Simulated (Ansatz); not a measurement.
# Map of one atom of the cell for InN (wurtzite)

Starting cell, InN (wurtzite):

```
InN
1.0
    3.53693     0.00000     0.00000
   -1.76847     3.06307     0.00000
    0.00000     0.00000     5.71356
In N
2 2
Direct
  0.66667   0.33333   0.00203
  0.33333   0.66667   0.50203
  0.66667   0.33333   0.62317
  0.33333   0.66667   0.12317
```

Two-dimensional scan of atom 3 (N, nearest neighbour In at 2.156 Å; its periodic images, 3.5 Å or more away, move with it): u runs along (1.000, 0.000, 0.000), v along (0.000, 1.000, 0.000) (Cartesian). Cell and other atoms are fixed.

The numbers are results of PBEsol (plane waves to 420 eV, PAW, scalar-relativistic; Ansatz, a program for electronic structure), not measurements. k mesh 9×9×5 (Γ-centred), Fermi-Dirac smearing 0.05 eV. The energy includes the smearing's −TS. Compression counts positive. With partly filled bands, energies and forces of such displacements shift with the k mesh and the smearing. At this level the bands of InN touch or barely overlap; measurements give the solid a gap. InN was relaxed with its symmetry unable to fall. The zero of ΔE is the undisplaced structure. Axes are in Å.

ΔE (meV/cell), with u across and v down:

```csv
v \ u,-0.320,-0.213,-0.107,0.000,0.107,0.213,0.320
-0.320,807,786,784,785,784,786,807
-0.213,502,384,323,304,323,384,502
-0.107,444,225,105,67,105,225,444
0.000,574,244,59,0,59,244,574
0.107,848,391,134,52,134,391,848
0.213,1230,629,293,184,293,629,1230
0.320,1690,929,505,369,505,929,1690
```

P (GPa), with u across and v down:

```
v \ u   -0.320  -0.213  -0.107  0.000  0.107  0.213  0.320
------  ------  ------  ------  -----  -----  -----  -----
-0.320     5.0     4.9     5.0    5.0    5.0    4.9    5.0
-0.213     3.2     2.5     2.1    2.0    2.1    2.5    3.2
-0.107     2.8     1.5     0.7    0.4    0.7    1.5    2.8
0.000      3.6     1.6     0.4    0.0    0.4    1.6    3.6
0.107      5.3     2.5     0.9    0.3    0.9    2.5    5.3
0.213      7.7     4.0     1.9    1.2    1.9    4.0    7.7
0.320     10.4     5.8     3.2    2.3    3.2    5.8   10.4
```

Read from the data:

* **Principal force constants in the plane (five-point differences of the forces)**: 10.3 eV/Å², isotropic
* **Centre of the map**: a minimum
* **Lowest place on the grid**: u = 0.000 Å, v = 0.000 Å (0 meV/cell)
* **Highest place on the grid, met at several equal points**: u = -0.320 Å, v = 0.320 Å; u = 0.320 Å, v = 0.320 Å (1690 meV/cell)

(A displaced cell: forces are minus the slopes of the energy, force constants its curvatures, and phonons follow from these.)
